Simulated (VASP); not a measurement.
Here is a VASP 6.6.1 calculation.

POSCAR

```
Mg
1.0
    3.1945251361      0.0000000000      0.0000000000
   -1.5972625681      2.7665399209      0.0000000000
    0.0000000000      0.0000000000      5.0890011584
  Mg
     2
Direct
     0.3333333332999970    0.6666666667000030    0.2500000000000000
     0.6666666667000030    0.3333333332999970    0.7500000000000000
```

The input INCAR.step1:

```
SYSTEM = Mg
PREC = Accurate
ENCUT = 600
EDIFF = 1E-8
ISMEAR = 1
SIGMA = 0.2
LREAL = .False.
LASPH = .True.
NELM = 80
ALGO = Normal
ISIF = 3
LWAVE = .False.
LCHARG = .False.
GGA = PS
KPAR = 2
IBRION = 2
NSW = 40
EDIFFG = -0.002
```

Contents of INCAR.step2:

```
SYSTEM = Mg
PREC = Accurate
ENCUT = 600
EDIFF = 1E-8
ISMEAR = 1
SIGMA = 0.2
LREAL = .False.
LASPH = .True.
NELM = 80
ALGO = Normal
ISIF = 3
LWAVE = .False.
LCHARG = .False.
GGA = PS
KPAR = 2
IBRION = 6
NFREE = 2
POTIM = 0.015
NSW = 1
```

Contents of KPOINTS:

```
Automatic mesh
0
Gamma
  24 24 13
  0 0 0
```

Potentials or basis: VASP PAW PBE potentials, release 64 (Mg).

The run is started by

```bash
$ cat potpaw_PBE.64/Mg/POTCAR > POTCAR
$ cp INCAR.step1 INCAR
$ mpirun -np 2 vasp_std > vasp.out
$ cp CONTCAR POSCAR
$ cp INCAR.step2 INCAR
$ mpirun -np 2 vasp_std > vasp.out
```

Question: Estimate the Voigt bulk modulus.

Answer: 38 GPa.

Question: Predict the highest phonon frequency at Γ.

Answer: 253 cm⁻¹.

Phonon frequencies in cm⁻¹ (negative: imaginary):
| q point | frequencies |
| --- | --- |
| (0.000, 0.000, 0.000) | 0 0 0 127 127 253 |

Caveat: the PAW data sets were made with another functional, which shifts forces and pressure a little.
